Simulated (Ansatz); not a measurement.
# What BaTiO3 (model cell, started as cubic perovskite with Ti in the octahedra) distorts into, part 2 of 3

Which phase does BaTiO3 (model cell, started as cubic perovskite with Ti in the octahedra) fall into along its unstable mode, and how much energy does it gain?

Ansatz 0.2.0; DFT PBEsol, scalar-relativistic, plane waves, PAW; PAW set soft_1.

So far, highest frequency on the path or at a solved wavevector (cm⁻¹): step 2 (phonons on a q mesh) 749. Also lowest frequency on the path (cm⁻¹): step 2 -188.

**5. Energy along the mode, all amplitudes (two of the runs are shown above)**

An imaginary frequency means negative curvature, so the energy should fall and then rise again as anharmonic terms take over.

This step gave:

```yaml
depth_at_the_lowest_point_sampled: 2.305 meV/atom
largest_atomic_shift_at_that_point: 0.08 Å
```

Energy from the parent against largest atomic shift:

```csv
largest atomic shift (Å),energy from the parent (meV/atom)
0.0000,0
0.0400,-1.25
0.0800,-2.31
0.1400,12.2
```

Displacement at unit largest shift by atom:

```csv
atom,x (Å),y (Å),z (Å),size
Ba1,0.00,-0.01,-0.01,0.01
Ti2,0.00,-0.59,-0.59,0.83
O3,0.00,0.47,0.88,1.00
O4,0.00,0.88,0.47,1.00
O5,0.00,0.47,0.47,0.67
```

The lowest of the steps tried is at 0.08 Å, 2.31 meV/atom below the parent; the bottom of the well need not coincide with a step.

**6. Relaxing from the distorted cell**

Starting from the lowest point found, all atoms and the cell are let go, so that strain and other modes of the same symmetry can join in.

Contents of input.yaml:

```yaml
crystal:
  lattice:
    - [3.9701498195, 0.0, 0.0]
    - [0.0, 3.9701498195, 0.0]
    - [0.0, 0.0, 3.9701498195]
  atoms:
    - { symbol: Ba, position: [0.0, -0.0001810755, -0.0001810755] }
    - { symbol: Ti, position: [0.5, 0.4881904797, 0.4881904797] }
    - { symbol: O, position: [0.5, 0.5095796216, 0.0177276165] }
    - { symbol: O, position: [0.5, 0.0177276165, 0.5095796216] }
    - { symbol: O, position: [0.0, 0.5095796216, 0.5095796216] }
kpoints:
  mp_grid: { grid: [8, 8, 8] }
hamiltonian:
  xc: pbesol
  pseudopotentials: { kind: paw, azcp: { folder: soft_1 }, xc_functional: pbe }
scf:
  occupations: { method: fixed }
output:
  forces: true
  stress: true
  eigenvalues: true
relax:
  adjacent_minimum: "off"
  f_tol: 0.002
  max_steps: 120
  cell: { stress_tol: 0.03 }
```

The run is started by

```bash
$ ansatz run input.yaml --threads 4 --pin off --max-ram 16384MiB --backend cpu --events-out ev --progress --plain --runs-dir out
```

Numbers of over 12 decimals in the logs are rounded to 6 here.

The log of the run:

```text
[...]
Crystal: 5 atoms, lattice volume = 62.578 Å³
Basis set: ecut = 420 eV, 1237 PW (Γ), exchange–correlation on 54×54×54 points (8 copies of the dense FFT grid, shifted against one another)
Bands: 25, of which v1, the nominal top of the filled ones, is band 20 counted from 1 (19 counted from 0)
Symmetry: 4 space group operations
[...]
k-points: 105 of 512 (time reversal used)
[...]
SCF iter   1: F=—  HF=-10028.048420 eV  |F-HF|=—  |Δ(HF+E_count)|=         —  Δρ=5.55e-2  dr2=1.95e0  ethr=3.10e-3  ⟨swp⟩=4.7  Hψ=10181  notcnv=0  defer=219
[...]
SCF iter   9: F=-10027.633985 eV  HF=-10027.633985 eV  |F-HF|=9.12e-9  |Δ(HF+E_count)|=   1.57e-7  Δρ=5.83e-6  dr2=2.28e-8  ethr=2.50e-10  ⟨swp⟩=9.8  Hψ=14024  notcnv=0
SCF 1 converged in 9 iterations: F = -10027.633985 eV  dr2 = 2.28e-8
[...]
relax step   1: F+E_penalty+E_count = -10027.63398531 eV  Δ(F+E_penalty+E_count) = +0.000e0 eV  max|allowed force component| = 1.146e-1 eV/Å  Δτ_max = 0.0000 Å  P = +1.801 GPa  Ω = 62.578 Å³  (9 SCF iters, dr2 threshold 1.00e-7 eV, accepted)
Crystal: 5 atoms, lattice volume = 63.211 Å³
[...]
iter 1 solved again at ethr=2.82e-6 eV; its pass at ethr=3.10e-3 eV (dr2=1.13e-3 eV) is discarded
[...]
SCF iter   6: F=-10027.638052 eV  HF=-10027.638052 eV  |F-HF|=1.31e-7  |Δ(HF+E_count)|=   1.49e-7  Δρ=1.95e-5  dr2=1.95e-7  ethr=1.25e-9  ⟨swp⟩=8.9  Hψ=14254  notcnv=0
SCF 2 converged in 6 iterations: F = -10027.638052 eV  dr2 = 1.95e-7
relax step   2: F+E_penalty+E_count = -10027.63805197 eV  Δ(F+E_penalty+E_count) = -4.067e-3 eV  max|allowed force component| = 5.166e-2 eV/Å  Δτ_max = 0.0092 Å  P = -0.043 GPa  Ω = 63.211 Å³  energy of the carried Pulay correction = -1.731e-3 eV  (6 SCF iters, dr2 threshold 5.00e-7 eV, accepted)
Crystal: 5 atoms, lattice volume = 63.300 Å³
[...]
SCF iter   5: F=-10027.638592 eV  HF=-10027.638592 eV  |F-HF|=1.02e-7  |Δ(HF+E_count)|=   2.30e-8  Δρ=2.06e-5  dr2=2.06e-7  ethr=1.25e-9  ⟨swp⟩=8.6  Hψ=14079  notcnv=0
SCF 3 converged in 5 iterations: F = -10027.638592 eV  dr2 = 2.06e-7
relax step   3: F+E_penalty+E_count = -10027.63859181 eV  Δ(F+E_penalty+E_count) = -5.398e-4 eV  max|allowed force component| = 6.754e-2 eV/Å  Δτ_max = 0.0056 Å  P = -0.309 GPa  Ω = 63.300 Å³  energy of the carried Pulay correction = -1.973e-3 eV  (5 SCF iters, dr2 threshold 5.00e-7 eV, accepted)
[...]
relax step   4: F+E_penalty+E_count = -10027.63924522 eV  Δ(F+E_penalty+E_count) = -6.534e-4 eV  max|allowed force component| = 4.980e-2 eV/Å  Δτ_max = 0.0040 Å  P = -0.170 GPa  Ω = 63.274 Å³  energy of the carried Pulay correction = -1.904e-3 eV  (4 SCF iters, dr2 threshold 5.00e-7 eV, accepted)
[...]
relax step   5: F+E_penalty+E_count = -10027.63933947 eV  Δ(F+E_penalty+E_count) = -9.425e-5 eV  max|allowed force component| = 2.167e-2 eV/Å  Δτ_max = 0.0167 Å  P = -0.184 GPa  Ω = 63.520 Å³  energy of the carried Pulay correction = -2.569e-3 eV  (7 SCF iters, dr2 threshold 2.09e-7 eV, accepted)
[...]
relax step   6: F+E_penalty+E_count = -10027.63984308 eV  Δ(F+E_penalty+E_count) = -5.036e-4 eV  max|allowed force component| = 3.940e-3 eV/Å  Δτ_max = 0.0042 Å  P = +0.007 GPa  Ω = 63.400 Å³  energy of the carried Pulay correction = -2.245e-3 eV  (5 SCF iters, dr2 threshold 4.00e-7 eV, accepted)
[...]
relax step   7: F+E_penalty+E_count = -10027.63981129 eV  Δ(F+E_penalty+E_count) = +3.178e-5 eV  max|allowed force component| = 6.231e-4 eV/Å  Δτ_max = 0.0005 Å  P = -0.004 GPa  Ω = 63.412 Å³  energy of the carried Pulay correction = -2.279e-3 eV  (6 SCF iters, dr2 threshold 9.70e-10 eV, accepted)
[...]
relax step   8: F+E_penalty+E_count = -10027.64261187 eV  Δ(F+E_penalty+E_count) = -2.801e-3 eV  max|allowed force component| = 5.232e-4 eV/Å  Δτ_max = 0.0000 Å  P = +0.056 GPa  Ω = 63.412 Å³  stress off target by 9.74e-2 GPa  SCF on the basis re-selected at this cell (its energy is not comparable with the rows above)  (7 SCF iters)
[...]
relax step   9: F+E_penalty+E_count = -10027.64251994 eV  Δ(F+E_penalty+E_count) = +9.193e-5 eV  max|allowed force component| = 6.390e-4 eV/Å  Δτ_max = 0.0011 Å  P = -0.006 GPa  Ω = 63.453 Å³  energy of the carried Pulay correction = -1.063e-4 eV  (5 SCF iters, dr2 threshold 2.37e-8 eV, accepted)
[...]
SCF iter   7: F=-10027.642629 eV  HF=-10027.642629 eV  |F-HF|=5.46e-12  |Δ(HF+E_count)|=  6.00e-11  Δρ=1.66e-7  dr2=7.77e-12  ethr=1.00e-12  ⟨swp⟩=10.4  Hψ=16681  notcnv=0
SCF 10 converged in 7 iterations: F = -10027.642629 eV  dr2 = 7.77e-12
relax step  10: F+E_penalty+E_count = -10027.64262944 eV  Δ(F+E_penalty+E_count) = -1.095e-4 eV  max|allowed force component| = 6.171e-4 eV/Å  Δτ_max = 0.0000 Å  P = -0.005 GPa  Ω = 63.453 Å³  stress off target by 1.09e-2 GPa  SCF on the basis re-selected at this cell (its energy is not comparable with the rows above)  (7 SCF iters)
[...]
SCF converged after 7 iterations
Free energy (F): -10027.642629 eV
[...]
Internal energy: -10027.642629 eV  (E = F + TS)
E sigma→0 (E₀):  -10027.642629 eV
Fermi energy:    10.271949 eV
[...]
--- Forces (eV/Å), atoms counted from 1 ---
  atom   1  Ba     0.00000000    -0.00061744    -0.00061744
  atom   2  Ti     0.00000000    -0.00029819    -0.00029819
  atom   3  O     -0.00000000     0.00054176     0.00037729
  atom   4  O     -0.00000000     0.00037729     0.00054176
  atom   5  O      0.00000000    -0.00000493    -0.00000493
  max |Σ_I F_I| component: 1.49e-6 eV/Å
--- Stress (GPa, compression-positive) ---
       -0.003217       0.000000       0.000000
        0.000000      -0.005776      -0.005104
        0.000000      -0.005104      -0.005776
  P = ⅓ Tr σ = -0.0049 GPa (-0.049 kbar)
--- Band table (eV; the first three rows and the last of 105) ---
  k-point 0: bands = [... 16 lower, 9.0931, 9.8665, 9.8755, 9.9668, 12.4213, 12.6171, 12.6827, 14.7511, ... 1 higher]
  k-point 1: bands = [... 16 lower, 8.9878, 9.6041, 9.7848, 9.9053, 12.5051, 12.8085, 12.8532, 14.7594, ... 1 higher]
  k-point 2: bands = [... 16 lower, 8.7251, 9.0608, 9.6114, 9.7438, 12.5660, 13.3467, 13.3522, 14.7558, ... 1 higher]
  k-point 104: bands = [... 16 lower, 7.9452, 10.1288, 10.2550, 10.2719, 14.6710, 14.7036, 14.7923, 16.8812, ... 1 higher]
--- Relaxed structure (8 steps of the walk, 8 accepted, 2 SCFs on fresh bases) ---
  F+E_penalty+E_count = -10027.64262944 eV   max|allowed force component| = 6.171e-4 eV/Å   (the final SCF, on the basis selected at the relaxed cell)
  cell:  # Å, volume = 63.4526 Å³
    - [3.949998, 0, 0]
    - [0, 4.007993, 0.00735735]
    - [0, 0.00735735, 4.007993]
  atoms:
    - { symbol: Ba, position: [0, -0.00274405, -0.00274405] }
    - { symbol: Ti, position: [0.5, 0.484482, 0.484482] }
    - { symbol: O, position: [0.5, 0.510623, 0.019554] }
    - { symbol: O, position: [0.5, 0.019554, 0.510623] }
    - { symbol: O, position: [0, 0.512982, 0.512982] }
```

It took 60 s on 4 threads of Arm Neoverse V1, shared host; peak memory 0.53 GiB; 3.9 min of CPU time.

Step by step:

```csv
step,energy less that of the first step (eV),largest force component (eV/Å),pressure (GPa),volume (Å³)
1,0.0000,0.1146,1.80,62.58
2,-0.0041,0.0517,-0.04,63.21
3,-0.0046,0.0675,-0.31,63.30
4,-0.0053,0.0498,-0.17,63.27
5,-0.0054,0.0217,-0.18,63.52
6,-0.0059,0.0039,0.01,63.40
7,-0.0058,0.0006,0.00,63.41
8*,-0.0086,0.0005,0.06,63.41
9,-0.0085,0.0006,-0.01,63.45
10*,-0.0086,0.0006,0.00,63.45
```

Relaxation steps marked * repeat the geometry before them on a plane-wave basis chosen anew for their cell, so energy and pressure can jump there.

The run keeps the 4 symmetry operations that it works with, so distortions that break them were not tested.

```csv
"conventional cell, symmetrised",before,after,change
a (Å),3.970,3.950,-0.5 %
b (Å),5.615,5.658,+0.8 %
c (Å),5.615,5.679,+1.1 %
volume (Å³/atom),12.52,12.69,+1.4 %
```

The atoms that moved most (Å, as changes of fractional coordinates times the final cell):

```csv
atom,dx,dy,dz,length
Ti2,0.000,-0.015,-0.015,0.021
O5,0.000,0.014,0.014,0.019
Ba1,0.000,-0.010,-0.010,0.015
O4,0.000,0.007,0.004,0.008
O3,0.000,0.004,0.007,0.008
```

The relaxed structure:

```xyz
5
Lattice="3.9500 0.0000 0.0000 0.0000 4.0080 0.0074 0.0000 0.0074 4.0080" Properties=species:S:1:pos:R:3 pbc="T T T"
Ba    0.0000   -0.0110   -0.0110
Ti    1.9750    1.9454    1.9454
O     1.9750    2.0467    0.0821
O     1.9750    0.0821    2.0467
O     0.0000    2.0598    2.0598
```

Numbers from this step:

| Quantity | Value |
| --- | --- |
| pressure | -0.004923 GPa |
| gap on the k-mesh | 2.149 eV |
| volume per atom | 12.69 Å³ |

The distorted start has space group Amm2; the relaxation ends in Amm2.

**7. The new phase in its own primitive cell**

The relaxed structure is symmetrised, reduced to its primitive cell and relaxed tightly, as its phonons need.

input.yaml, the sections that differ from step 6:

```yaml
crystal:
  lattice:
    - [3.9499975804, 0.0, 0.0]
    - [0.0, 2.8288767302, 2.839281592]
    - [0.0, -2.8288767302, 2.839281592]
  atoms:
    - { symbol: Ba, position: [0.0, 0.9972559498, 0.9972559498] }
    - { symbol: Ti, position: [0.5, 0.4844818218, 0.4844818218] }
    - { symbol: O, position: [0.5, 0.5106231459, 0.0195538007] }
    - { symbol: O, position: [0.5, 0.0195538007, 0.5106231459] }
    - { symbol: O, position: [0.0, 0.5129815456, 0.5129815456] }
kpoints:
  mp_grid: { grid: [6, 6, 6] }
relax:
  adjacent_minimum: "off"
  f_tol: 0.001
  max_steps: 60
  cell: { stress_tol: 0.01 }
# hamiltonian, scf, output: as in step 6
```

The log of the run:

```text
[...]
Crystal: 5 atoms, lattice volume = 63.453 Å³
Basis set: ecut = 420 eV, 1229 PW (Γ), exchange–correlation on 54×54×54 points (8 copies of the dense FFT grid, shifted against one another)
Bands: 25, of which v1, the nominal top of the filled ones, is band 20 counted from 1 (19 counted from 0)
Symmetry: 4 space group operations
[...]
k-points: 52 of 216 (time reversal used)
[...]
cell:  # Å, volume = 63.4512 Å³
    - [3.949971, 0, 0]
    - [0, 2.828873, 2.839242]
    - [0, -2.828873, 2.839242]
  atoms:
    - { symbol: Ba, position: [0, 0.997224, 0.997224] }
    - { symbol: Ti, position: [0.5, 0.484464, 0.484464] }
    - { symbol: O, position: [0.5, 0.510679, 0.019556] }
    - { symbol: O, position: [0.5, 0.019556, 0.510679] }
    - { symbol: O, position: [0, 0.512973, 0.512973] }
[key lines of the parts left out:]
SCF converged after 10 iterations
Free energy (F): -10027.642645 eV
Fermi energy:    10.272089 eV
P = ⅓ Tr σ = -0.0004 GPa (-0.004 kbar)
```

Run time: 15 s. Hardware: 4 threads; peak memory 0.46 GiB; 58 s of CPU time.

Little changed from the start: no atom moved by 0.005 Å and no cell edge by 0.1 %.

This step gave:

- pressure: -4.09e-4 GPa
- gap on the k-mesh: 2.150 eV
- direct gap on mesh: 2.456 eV

The largest force component left is 0.95 meV/Å and the pressure is 0.000 GPa, within the tolerances set. The cell now holds 12.69 Å³/atom.

[end of part 2 of 3]

[Logs are printed without paths, hosts, clocks, repeated set-up lines and the standing remarks that a program may print on its own settings, such as how far it seeks lower states.]

[Hosts, paths, dates, database ids (printed as entryN), source tags and the programs' standing remarks are cut or masked in the printed files.]
